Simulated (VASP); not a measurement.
# Pr (P6_3/mmc) in VASP: single point with PBE

Aim: the single point of Pr with PBE.

All numbers are computed with VASP 6.6.1; they aren't measurements. Logs are shortened: lines on timing, memory, paths and dates and some standing lists are left out, and cuts for length are marked.

## Step 1: The crystal as given

The structure is hexagonal, space group P6_3/mmc (No. 194). The conventional cell has a = 3.591 Å, b = 3.591 Å, c = 11.669 Å, α = 90.00°, β = 90.00°, γ = 120.00°. Around Pr (site symmetry -3m) lie 12 Pr at 3.58 to 3.59 Å. Around Pr (site symmetry -6m2) lie 12 Pr at 3.58 to 3.59 Å.

## Step 2: Single point, PBE, collinear spin, typed start

INCAR

```
SYSTEM = Pr
ALGO = Normal
EDIFF = 1E-6
ENCUT = 520
GGA = PE
ISIF = 2
ISMEAR = 0
ISPIN = 2
LASPH = .TRUE.
LCHARG = .TRUE.
LELF = .TRUE.
LMAXMIX = 6
LORBIT = 11
LREAL = .FALSE.
LVHAR = .TRUE.
LWAVE = .FALSE.
MAGMOM = 2 2 2 2
NBANDS = 38
NELM = 150
PREC = Accurate
SIGMA = 0.05
```

KPOINTS

```
k-points
0
G
  6 6 2
  0 0 0
```

POSCAR

```
Pr
1.0
    3.5908491187      0.0000000000      0.0000000000
   -1.7954245594      3.1097665580      0.0000000000
    0.0000000000      0.0000000000     11.6690280541
Pr
4
Direct
    0.0000000000      0.0000000000      0.0000000000
    0.0000000000      0.0000000000      0.5000000000
    0.3333333333      0.6666666667      0.2500000000
    0.6666666667      0.3333333333      0.7500000000
```

Potentials or basis: VASP PAW PBE potentials, release 64 (Pr).

Started as:

```console
$ cat potpaw_PBE.64/Pr/POTCAR > POTCAR
$ mpirun -np 1 vasp_std > vasp.out
```

OUTCAR:

```text
SYSTEM = Pr
   EDIFF = 1E-6
   ENCUT = 520
   GGA = PE
   ISIF = 2
   ISMEAR = 0
   ISPIN = 2
   LASPH = .TRUE.
   LORBIT = 11
   LREAL = .FALSE.
   NELM = 150
   PREC = Accurate

 ion  position               nearest neighbor table
   1  0.000  0.000  0.000-
   2  0.000  0.000  0.500-
   3  0.333  0.667  0.250-
   4  0.667  0.333  0.750-

  LATTYP: Found a hexagonal cell.
 ALAT       =     3.5908491187
 C/A-ratio  =     3.2496570222

  Lattice vectors:

 A1 = (   3.5908491187,   0.0000000000,   0.0000000000)
 A2 = (  -1.7954245594,   3.1097665580,   0.0000000000)
 A3 = (   0.0000000000,   0.0000000000,  11.6690280541)

Analysis of symmetry for initial positions (statically):
=====================================================================
 Subroutine PRICEL returns:
 Original cell was already a primitive cell.

 Routine SETGRP: Setting up the symmetry group for a
 hexagonal supercell.

 Subroutine GETGRP returns: Found 24 space group operations
 (whereof 12 operations were pure point group operations)
 out of a pool of 24 trial point group operations.

The static configuration has the point symmetry D_3d.
 The point group associated with its full space group is D_6h.

Analysis of symmetry for dynamics (positions and initial velocities):
=====================================================================
 Subroutine PRICEL returns:
 Original cell was already a primitive cell.

 Routine SETGRP: Setting up the symmetry group for a
 hexagonal supercell.

 Subroutine GETGRP returns: Found 24 space group operations
 (whereof 12 operations were pure point group operations)
 out of a pool of 24 trial point group operations.

The dynamic configuration has the point symmetry D_3d.
 The point group associated with its full space group is D_6h.

Analysis of structural, dynamic, and magnetic symmetry:
=====================================================================
 Subroutine PRICEL returns:
 Original cell was already a primitive cell.

 Routine SETGRP: Setting up the symmetry group for a
 hexagonal supercell.

 Subroutine GETGRP returns: Found 24 space group operations
 (whereof 12 operations were pure point group operations)
 out of a pool of 24 trial point group operations.

The overall configuration has the point symmetry D_3d.
 The point group associated with its full space group is D_6h.

 Subroutine INISYM returns: Found 24 space group operations
 (whereof 12 operations are pure point group operations),
 and found     1 'primitive' translations

----------------------------------------------------------------------------------------

                                     Primitive cell

  volume of cell :     130.3046

  direct lattice vectors                    reciprocal lattice vectors
     3.590849119  0.000000000  0.000000000     0.278485664  0.160783773  0.000000000
    -1.795424559  3.109766558  0.000000000     0.000000000  0.321567546  0.000000000
     0.000000000  0.000000000 11.669028054     0.000000000  0.000000000  0.085696940

  length of vectors
     3.590849119  3.590849119 11.669028054     0.321567546  0.321567546  0.085696940

  position of ions in fractional coordinates (direct lattice)
     0.000000000  0.000000000  0.000000000
     0.000000000  0.000000000  0.500000000
     0.333333333  0.666666667  0.250000000
     0.666666667  0.333333333  0.750000000

  ion indices of the primitive-cell ions
   primitive index   ion index
                 1           1
                 2           2
                 3           3
                 4           4

----------------------------------------------------------------------------------------

 KPOINTS: k-points

Automatic generation of k-mesh.
 Grid dimensions read from file:
[... 23 lines left out ...]
  0.166667  0.000000  0.000000      6.000000
  0.333333  0.000000  0.000000      6.000000
  0.500000  0.000000  0.000000      3.000000
  0.166667  0.166667  0.000000      6.000000
  0.333333  0.166667  0.000000     12.000000
  0.333333  0.333333  0.000000      2.000000
  0.000000  0.000000  0.500000      1.000000
  0.166667  0.000000  0.500000      6.000000
  0.333333  0.000000  0.500000      6.000000
  0.500000  0.000000  0.500000      3.000000
  0.166667  0.166667  0.500000      6.000000
  0.333333  0.166667  0.500000     12.000000
  0.333333  0.333333  0.500000      2.000000
   k-points           NKPTS =     14   k-points in BZ     NKDIM =     14   number of bands    NBANDS=     38
   number of dos      NEDOS =    301   number of ions     NIONS =      4
   total plane-waves  NPLWV =  70560
   dimension x,y,z NGX =    28 NGY =   28 NGZ =   90
   dimension x,y,z NGXF=    56 NGYF=   56 NGZF=  180
   ions per type =               4
   NGX,Y,Z   is equivalent  to a cutoff of  12.96, 12.96, 12.82 a.u.
   NGXF,Y,Z  is equivalent  to a cutoff of  25.93, 25.93, 25.64 a.u.
 SYSTEM =  Pr
   PREC   = accura    normal or accurate (medium, high low for compatibility)
   ISTART =      0    job   : 0-new  1-cont  2-samecut
   ICHARG =      2    charge: 1-file 2-atom 10-const
   ISPIN  =      2    spin polarized calculation?
   LNONCOLLINEAR =      F non collinear calculations
   LSORBIT =      F    spin-orbit coupling
   LASPH  =      T    aspherical Exc in radial PAW
   ENCUT  =  520.0 eV  38.22 Ry    6.18 a.u.   6.68  6.68 21.70*2*pi/ulx,y,z
   NELM   =    150;   NELMIN=  2; NELMDL= -5     # of ELM steps
   EDIFF  = 0.1E-05   stopping-criterion for ELM
   LREAL  =      F    real-space projection
   EDIFFG = 0.1E-04   stopping-criterion for IOM
   NSW    =      0    number of steps for IOM
   IBRION =     -1    ionic relax: 0-MD 1-quasi-New 2-CG
   NFREE  =      0    steps in history (QN), initial steepest desc. (CG)
   ISIF   =      2    stress and relaxation
   ISYM   =      2    0-nonsym 1-usesym 2-fastsym
   POTIM  = 0.5000    time-step for ionic-motion
   TEBEG  =    0.0;   TEEND  =   0.0 temperature during run
   PSTRESS=    0.0 pullay stress
   NELECT =      52.0000    total number of electrons
   NUPDOWN=      -1.0000    fix difference up-down
   EMIN   =  10.00;   EMAX   =-10.00  energy-range for DOS
   EFERMI =   0.00;   METHOD = LEGACY
   ISMEAR =     0;   SIGMA  =   0.05  broadening in eV -4-tet -1-fermi 0-gaus
   EFERMI_NEDOS =   21; number of points for ismear=-14 and -15
   IALGO  =     38    algorithm
   IMIX   =      4    mixing-type and parameters
     AMIX     =   0.40;   BMIX     =  1.00
     AMIX_MAG =   1.60;   BMIX_MAG =  1.00
  volume/ion in A,a.u.               =      32.58       219.83
  Fermi-wavevector in a.u.,A,eV,Ry     =   1.205284  2.277657 19.765314  1.452710
  Thomas-Fermi vector in A             =   2.340985
   LORBIT       =     11    0 simple, 1 ext, 2 COOP (PROOUT), +10 PAW based schemes
   GGA     = PE    functional components
   LHFCALC =     F    Hartree Fock is set to
   AEXX    =    0.0000 exact exchange contribution
   IVDW    =     0    specifies the selected vdW correction
   LEPSILON=     F    determine dielectric tensor
   LRPA    =     F    only Hartree local field effects (RPA)
 spin polarized calculation
 Gauss-broadening in eV      SIGMA  =   0.05
  energy-cutoff  :      520.00
  volume of cell :      130.30
 maximum number of plane-waves:      3536
 NGX is ok and might be reduce to    28
   NGX = 13   NGY = 13   NGZ = 43

 number of electron      52.0000003 magnetization       9.9561262

 number of electron      52.0000003 magnetization      10.6595261

 Free energy of the ion-electron system (eV)
  ---------------------------------------------------
  ext. energy  EPLUGINS =         0.00000000
  ---------------------------------------------------
  free energy    TOTEN  =       -21.62321621 eV

  energy without entropy =      -21.56719997  energy(sigma->0) =      -21.59520809

 E-fermi :   6.4518     XC(G=0): -10.1931

 val. band max:        6.4463845961   @ k =   0.5000   0.0000   0.0000
 cond. band min:       6.4519779112   @ k =   0.1667   0.1667   0.5000
 fundamental gap:      0.0055933151
 Fermi energy:         6.4517955709

 spin component 1

 k-point     1 :       0.0000    0.0000    0.0000
  band No.  band energies     occupation
      1     -29.5879      1.00000
      2     -29.5352      1.00000
      3     -29.3848      1.00000
      4     -29.3289      1.00000
      5     -12.2880      1.00000
      6     -11.6201      1.00000
[... 563 lines left out ...]
     37       6.6274      0.00000
     38       6.6297      0.00000
 Fermi energy:         6.4517955709

 spin component 2

 k-point     1 :       0.0000    0.0000    0.0000
  band No.  band energies     occupation
      1     -28.4884      1.00000
      2     -28.4195      1.00000
      3     -28.3163      1.00000
      4     -28.2437      1.00000
      5     -11.4536      1.00000
      6     -10.7477      1.00000
[... 563 lines left out ...]
     37       8.2605      0.00000
     38       8.2621      0.00000

------------------------ aborting loop because EDIFF is reached ----------------------------------------

  FORCE on cell =-STRESS in cart. coord.  units (eV):
  Direction    XX          YY          ZZ          XY          YZ          ZX
  --------------------------------------------------------------------------------------
  -------------------------------------------------------------------------------------
  Total       -1.6258131     -1.6258131     -1.5521641      0.0000000      0.0000000      0.0000000
  in kB      -19.9904045    -19.9904045    -19.0848427      0.0000000      0.0000000      0.0000000
  external PRESSURE =     -19.6885506 kB  Pullay stress =       0.0000000 kB

 VOLUME and BASIS-vectors are now :
 -----------------------------------------------------------------------------
  energy-cutoff  :      520.00
  volume of cell :      130.30
      direct lattice vectors                 reciprocal lattice vectors
     3.590849119  0.000000000  0.000000000     0.278485664  0.160783773  0.000000000
    -1.795424559  3.109766558  0.000000000     0.000000000  0.321567546  0.000000000
     0.000000000  0.000000000 11.669028054     0.000000000  0.000000000  0.085696940

 POSITION                                       TOTAL-FORCE (eV/Angst)
 -----------------------------------------------------------------------------------
      0.00000      0.00000      0.00000         0.000000      0.000000      0.000000
      0.00000      0.00000      5.83451         0.000000      0.000000      0.000000
     -0.00000      2.07318      2.91726        -0.000000      0.000000     -0.000000
      1.79542      1.03659      8.75177         0.000000     -0.000000     -0.000000
 -----------------------------------------------------------------------------------
    total drift:                                0.000000     -0.000000      0.000000

  FREE ENERGIE OF THE ION-ELECTRON SYSTEM (eV)
  ---------------------------------------------------
  free  energy   TOTEN  =       -21.6232162056 eV

  energy  without entropy=      -21.5671999672  energy(sigma->0) =      -21.59520809

 total charge

# of ion       s       p       d       f       tot
--------------------------------------------------
    1        1.997   5.262   0.633   2.160  10.052
    2        1.997   5.262   0.633   2.160  10.052
    3        1.998   5.261   0.636   2.137  10.032
    4        1.998   5.261   0.636   2.137  10.032
--------------------------------------------------
tot          7.989  21.047   2.538   8.593  40.167

 magnetization (x)

# of ion       s       p       d       f       tot
--------------------------------------------------
    1       -0.007  -0.029   0.118   2.079   2.161
    2       -0.007  -0.029   0.118   2.079   2.161
    3       -0.007  -0.022   0.146   2.066   2.182
    4       -0.007  -0.022   0.146   2.066   2.182
--------------------------------------------------
tot         -0.028  -0.101   0.527   8.289   8.687
```

It took 18 min on 1 thread of Intel Xeon Platinum 8488C (Sapphire Rapids), shared host; peak memory 0.35 GiB.

What came out:

```
Free energy                                           : -21.6232 eV
Pressure                                              : -2.0 GPa
Band gap on the k mesh                                : none (metal or under the smearing width)
Net moment                                            : 10.66 μB per cell
Site moments                                          : Pr +2.16, +2.18 μB
Valence electrons inside the program's atomic spheres : Pr 10.05, 10.03
```

Stress tensor (GPa, compression positive):
```
-2.00  0.00  0.00
 0.00 -2.00  0.00
 0.00  0.00 -1.91
```

Levels at points of the mesh, in eV from the Fermi level:
Spin up:
```
           k point  band 30  band 31  band 32  band 33  band 34  band 35
(0.00, 0.00, 0.00)     0.03     0.08     0.12     0.12     0.13     0.13
(0.50, 0.00, 0.00)    -0.02    -0.01    -0.01     0.01     0.02     0.05
(0.00, 0.00, 0.50)     0.06     0.06     0.06     0.22     0.22     0.22
(0.50, 0.00, 0.50)    -0.03    -0.01    -0.01     0.02     0.02     0.10
```
Spin down:
| k point | band 17 | band 18 | band 19 | band 20 | band 21 | band 22 | band 23 | band 24 |
| --- | --- | --- | --- | --- | --- | --- | --- | --- |
| (0.00, 0.00, 0.00) | -3.09 | -1.63 | -1.58 | -1.33 | 0.79 | 0.95 | 1.10 | 1.14 |
| (0.50, 0.00, 0.00) | -1.65 | -1.50 | -1.13 | -0.66 | -0.17 | 0.17 | 0.17 | 0.80 |
| (0.00, 0.00, 0.50) | -2.59 | -2.59 | -1.29 | -1.29 | 0.97 | 0.97 | 1.13 | 1.13 |
| (0.50, 0.00, 0.50) | -1.37 | -1.37 | -0.99 | -0.99 | -0.59 | -0.59 | 1.00 | 1.00 |

Caveat: the magnetic or orbital state may not be the lowest; spin-orbit coupling is left out, which moves the levels of the heavy elements. The state reached can hang on the start; a lower one may exist.
